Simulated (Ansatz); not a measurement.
The system is BaH2.

```xyz
6
Lattice="4.4620 0.0000 0.0000 -2.2310 3.8642 0.0000 0.0000 0.0000 6.0553" Properties=species:S:1:pos:R:3 pbc="T T T"
Ba    0.0000    2.5762    1.5138
Ba    2.2310    1.2881    4.5415
H     0.0000    0.0000    0.0000
H     0.0000    0.0000    3.0276
H     2.2310    1.2881    1.5138
H     0.0000    2.5762    4.5415
```

The cell comes from a database or a generator and needn't be the stable form of this composition.

```yaml
Program: Ansatz 0.2.0
Task: relaxation of cell and atoms
Functional: LDA
Potentials_or_basis: Ansatz PAW
Cutoff: "420 eV (not typed: the program's choice for these potentials)"
k_mesh: 7 × 7 × 5
Occupations: fermi-dirac, width 0.05 eV
Spin: no spin polarisation
```

At the start: volume 17.40 Å³/atom.

Q: Where does the relaxation end?

A: It ends after 6 steps and the volume is 15.51 Å³/atom (-10.9 %); space group P6_3/mmc (No. 194, to 0.05 Å).

Step by step:
| step | energy change (eV) | largest force (eV/Å) | volume (Å³) |
| --- | --- | --- | --- |
| 1 | 0.0000 | 0.0000 | 104.41 |
| 2 | -0.1102 | 0.0000 | 90.50 |
| 3 | -0.1397 | 0.0000 | 93.70 |
| 4 | -0.1411 | 0.0000 | 93.12 |
| 5 | -0.1412 | 0.0000 | 93.04 |
| 6 | -0.1380 | 0.0000 | 93.04 |

Final structure:
```xyz
6
Lattice="4.3481 0.0000 0.0000 -2.1740 3.7655 0.0000 0.0000 0.0000 5.6828" Properties=species:S:1:pos:R:3 pbc="T T T"
Ba    0.0000    2.5104    1.4207
Ba    2.1740    1.2552    4.2621
H     0.0000    0.0000    0.0000
H     0.0000    0.0000    2.8414
H     2.1740    1.2552    1.4207
H     0.0000    2.5104    4.2621
```

Caveat: the plane-wave basis is chosen anew once the cell has moved, so the energies of steps on either side of that aren't comparable; the PAW data sets come from PBE, with cores solved anew for the run's functional, which leaves a small shift of forces and pressure.
